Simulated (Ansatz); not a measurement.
The system is Yb.

```
Yb
1.0
     0.00000    2.74310    2.74310
     2.74310    0.00000    2.74310
     2.74310    2.74310    0.00000
Yb
1
Direct
  0.00000 0.00000 0.00000
```

Base run:

| Property | Result |
| --- | --- |
| Program | Ansatz 0.2.0 |
| Functional | PBEsol |
| Potentials or basis | all-electron LAPW, scalar-relativistic |
| Cutoff | 171 eV (chosen from the basis error) |
| Basis error allowed | 0.001 eV/atom |
| k mesh | 8 × 8 × 8 |
| Occupations | fermi-dirac, width 0.05 eV |
| Spin | collinear spin, ferromagnetic start |
| Starting moments | [1.0] μB |

Its results: band gap on the k mesh none (metal or under the smearing width); pressure -3.3 GPa; net moment 0.00 μB per cell.

**Question.** The run is repeated on the same cell with these changes: hubbard terms from none to Yb f U = 6 eV. What comes out?

**Answer.** Band gap on the k mesh none (metal or under the smearing width); pressure -1.5 GPa; net moment 0.00 μB per cell.

Caveats: an open f shell can end in a state above the lowest; spin-orbit coupling is left out, which moves the levels of the heavy elements; the starting moments weren't kept (some runs); the magnetic state may not be the lowest (some runs); U is the effective U less J, on atomic orbitals that reach past the spheres (some runs).
